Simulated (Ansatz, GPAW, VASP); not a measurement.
# MoS2: programs and potentials compared

```
CELL_PARAMETERS angstrom
1.58000 0.91221 6.15000
-1.58000 0.91221 6.15000
0.00000 -1.82443 6.15000
ATOMIC_POSITIONS crystal
Mo 0.00000 0.00000 0.00000
S 0.41700 0.41700 0.41700
S 0.25000 0.25000 0.25000
```

Measurements of this composition are mostly on another form, of space group No. 194.

Alike in all runs: task single point; functional RPBE; k mesh 10 × 10 × 10; occupations gaussian, width 0.05 eV; no spin polarisation; no spin-orbit coupling. Pressure is positive in compression and, in plane waves, holds the error of the finite cutoff, which Ansatz's Pulay term estimates and takes out.

```csv
program and potentials,plane-wave cutoff (eV),notes,pressure (GPa),largest force (eV/Å)
"Ansatz, Ansatz PAW",420,"potentials made for PBE, which Ansatz adapts in part; Pulay term of +0.03 GPa included",8.07,0.594
"GPAW, the program's PAW data sets (release 1.2.1) made for this functional",600,-,8.24,0.633
"VASP, PBE PAW files Mo_sv, S, release 54, 520 eV",520,potentials made for PBE,7.81,0.567
```

Force on atom 3 (S), eV/Å:

| program and potentials | x | y | z |
| --- | --- | --- | --- |
| Ansatz, Ansatz PAW | 0.000 | 0.000 | -0.594 |
| GPAW, the program's PAW data sets (release 1.2.1) made for this functional | 0.000 | 0.000 | -0.633 |
| VASP, PBE PAW files Mo_sv, S, release 54, 520 eV | 0.000 | 0.000 | -0.567 |

The pressure spans 7.81 (VASP, PBE PAW files Mo_sv, S, release 54, 520 eV) to 8.24 GPa (GPAW, the program's PAW data sets (release 1.2.1) made for this functional). Some sets were made for another functional than the one run, which can shift their rows. The atoms of the given cell lie far from their minimum at this level.

Differences between rows come from potentials, basis sets and numerical settings, since the functional is the same but for its coding. Runs on potential files found faulty are left out.
